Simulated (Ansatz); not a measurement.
Input and command of a calculation in Ansatz (plane waves; scalar-relativistic PAW potentials unless the input names others):

```yaml
crystal:
  lattice:
    - [0.0, 2.4146129775, 2.4146129775]
    - [2.4146129775, 0.0, 2.4146129775]
    - [2.4146129775, 2.4146129775, 0.0]
  atoms:
    - { symbol: Hf, position: [0.0032418347, -0.0010343923, -0.0019871626] }
    - { symbol: "N", position: [0.7467581653, 0.7510343923, 0.7519871626] }
basis:
  ecutwfc: 420
kpoints:
  mp_grid: { grid: [12, 12, 12] }
hamiltonian:
  xc: lda
scf:
  occupations: { method: gaussian, width: 0.15 }
  n_extra_bands: 32
output:
  forces: true
  eigenvalues: true
  stress: true
```

```bash
ansatz run input.yaml --threads 2 --pin off --max-ram 5120MiB --backend cpu --events-out ev --progress --plain --runs-dir out
```

Abridged log:
```
Basis set: ecut = 420 eV, 537 PW (Γ)
Bands: 48, of which v1, the nominal top of the filled ones, is band 16 counted from 1 (15 counted from 0)
Symmetry: 1 space group operations
k-points: 868 of 1728 (time reversal used)
SCF iter   1: F=—  HF=-15853.900762 eV  |F-HF|=—  |Δ(HF+E_count)|=         —  Δρ=1.50e-2  dr2=6.93e-2  ethr=1.77e-3  ⟨swp⟩=5.2  Hψ=179948  notcnv=0  defer=15839
SCF iter   2: F=—  HF=-15853.890413 eV  |F-HF|=—  |Δ(HF+E_count)|=   1.03e-2  Δρ=8.63e-3  dr2=2.48e-2  ethr=2.24e-4  ⟨swp⟩=1.0  Hψ=48609  notcnv=0  defer=15955
SCF iter   3: F=—  HF=-15853.885182 eV  |F-HF|=—  |Δ(HF+E_count)|=   5.23e-3  Δρ=1.50e-3  dr2=8.76e-4  ethr=7.99e-5  ⟨swp⟩=2.0  Hψ=22841  notcnv=0  defer=15955
SCF iter   4: F=—  HF=-15853.884733 eV  |F-HF|=—  |Δ(HF+E_count)|=   4.49e-4  Δρ=1.00e-3  dr2=2.54e-4  ethr=2.83e-6  ⟨swp⟩=2.0  Hψ=32180  notcnv=0  defer=15955
SCF iter   5: F=—  HF=-15853.884618 eV  |F-HF|=—  |Δ(HF+E_count)|=   1.15e-4  Δρ=2.51e-4  dr2=2.20e-5  ethr=8.18e-7  ⟨swp⟩=2.1  Hψ=28161  notcnv=0  defer=15955
SCF iter   6: F=—  HF=-15853.884616 eV  |F-HF|=—  |Δ(HF+E_count)|=   2.54e-6  Δρ=7.25e-5  dr2=2.10e-6  ethr=7.09e-8  ⟨swp⟩=2.1  Hψ=24971  notcnv=0  defer=15955
SCF iter   7: F=-15853.884615 eV  HF=-15853.884615 eV  |F-HF|=5.04e-8  |Δ(HF+E_count)|=   2.25e-7  Δρ=1.66e-5  dr2=9.58e-8  ethr=3.23e-10  ⟨swp⟩=10.8  Hψ=259377  notcnv=0
SCF 1 converged in 7 iterations: F = -15853.884615 eV  dr2 = 9.58e-8
SCF converged after 7 iterations
Free energy (F): -15853.884615 eV
Harris-Foulkes:  -15853.884615 eV  (|F-HF|=5.04e-8)
Internal energy: -15853.873523 eV  (E = F + TS)
E sigma→0 (E₀):  -15853.879069 eV
Entropy (-TS):   -0.011093 eV (-5.546 meV/atom)
Fermi energy:    18.472475 eV
--- Forces (eV/Å), atoms counted from 1 ---
  atom   1  Hf     0.17521492    -0.07793119    -0.12965945
  atom   2  N     -0.17521468     0.07793221     0.12965877
--- Stress (GPa, compression-positive) ---
        0.149933      -0.718034      -0.428333
       -0.718034       0.164578       0.971360
       -0.428333       0.971360       0.158026
  P = ⅓ Tr σ = 0.1575 GPa (1.575 kbar)
```

Apart from outputs, the input differs from a reference run on usual settings in scf.n_extra_bands: not typed → 32. The reference, at the same geometry (not necessarily relaxed), gave pressure 0.16 GPa, largest force 0.231 eV/Å, no gap on the mesh. This run converged in 7 SCF iterations (reference: 8) with an energy at zero smearing within 0.01 meV/atom of the reference's, pressure 0.16 GPa, largest force 0.231 eV/Å, no gap on the mesh.

It took 39 s on 2 threads of Arm Neoverse V2 (shared host), peak memory 1.2 GiB.